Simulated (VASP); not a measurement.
A run of VASP 6.6.1 is set up as follows.

INCAR

```
  ALGO = Normal
  EDIFF = 1E-6
  ENCUT = 520
  GGA = PE
  ISIF = 2
  ISMEAR = 0
  ISPIN = 2
  LASPH = True
  LCHARG = False
  LMAXMIX = 4
  LORBIT = 11
  LREAL = False
  LWAVE = False
  MAGMOM = 1
  NELM = 100
  PREC = Accurate
  SIGMA = 0.012
```

Contents of KPOINTS:

```
k-points
0
Gamma
  13 13 13
```

The input POSCAR:

```
Ni
1.0
    0.0000000000      1.7375729330      1.7375729330
    1.7375729330      0.0000000000      1.7375729330
    1.7375729330      1.7375729330      0.0000000000
Ni
1
Direct
    0.0000000000      0.0000000000      0.0000000000
```

Potentials or basis: VASP PAW PBE potentials, release 64 (Ni).

Command:

```bash
$ cat potpaw_PBE.64/Ni/POTCAR > POTCAR
$ mpirun -np 1 vasp_std > vasp.out
```

(1) Estimate the band gap on the k mesh.

(2) What does it give for the net moment?

## Answers

(1) none (metal or under the smearing width).

(2) 0.62 μB per cell.
